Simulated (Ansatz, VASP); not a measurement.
**BAs in VASP and in Ansatz**

```
B As
1.0
     5.82709    0.00000    0.00000
     0.00000    5.82709    0.00000
     0.00000    0.00000    3.29274
B As
4 4
Direct
  0.67149 0.67149 0.50000
  0.17149 0.82851 0.25000
  0.32851 0.32851 0.00000
  0.82851 0.17149 0.75000
  0.82612 0.82612 0.00000
  0.32612 0.67388 0.75000
  0.17388 0.17388 0.50000
  0.67388 0.32612 0.25000
```

Alike in both runs: functional PBE; k mesh 6 × 6 × 12; occupations gaussian, width 0.1 eV; no spin polarisation.

Ansatz relaxed the structure, and its values are those at the end. VASP's run is a single point on that final structure, the one shown.

```csv
,VASP,Ansatz
version,VASP 6.6.1,Ansatz 0.2.0
potentials or method,"VASP PAW PBE potentials, release 64 (B, As)","scalar-relativistic, plane waves, PAW"
plane-wave cutoff (eV),520,420
valence electrons in the cell,32,72
```

|  | VASP | Ansatz | Ansatz less VASP |
| --- | --- | --- | --- |
| gap on the k mesh at the Fermi level (eV) | none | none | - |
| pressure (GPa) | 0.5 | 0.0 | -0.50 |
| rms of the force components (eV/Å) | 0.005 | 0.001 | -0.0040 |

A gap of «none» marks a metal or a gap that the smearing closes. With one functional, cell and mesh, what is left measures potentials, basis and numerics. The two sets of potentials don't hold the same shells in valence.
